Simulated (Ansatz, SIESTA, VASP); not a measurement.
# InAs: programs and potentials compared

The starting cell:

```
In As
1.0
     0.00000    3.01800    3.01800
     3.01800    0.00000    3.01800
     3.01800    3.01800    0.00000
In As
1 1
Direct
  0.00000 0.00000 0.00000
  0.75000 0.75000 0.75000
```

Alike in all runs: task relaxation of cell and atoms; functional PBE; k mesh 6 × 6 × 6; occupations fermi-dirac, width 0.05 eV; no spin polarisation; no spin-orbit coupling.

```csv
program and potentials,plane-wave cutoff (eV),notes,equilibrium volume (Å³/atom)
"SIESTA, files PseudoDojo sr-pbe-0.4.1-standard, DZP (energy shift 0.003 Ry; two zetas on semicore shells)",-,atomic basis; 14 valence electrons an atom on average,29.65
"Ansatz, all-electron LAPW, scalar-relativistic",-,-,29.64
"VASP, PBE PAW files As, In_d, 600 eV",600,9 valence electrons an atom on average,29.66
```

The equilibrium volume spans 29.64 (Ansatz, all-electron LAPW, scalar-relativistic) to 29.66 Å³/atom (VASP, PBE PAW files As, In_d, 600 eV), with all-electron results at 29.64. Relaxations stop with a little pressure left, so the last digit of a volume isn't settled. Rows in atomic bases carry the error of their basis and grid, which can be large.

Differences between rows come from potentials, basis sets and numerical settings, since the functional is the same but for its coding. Runs on potential files found faulty are left out.
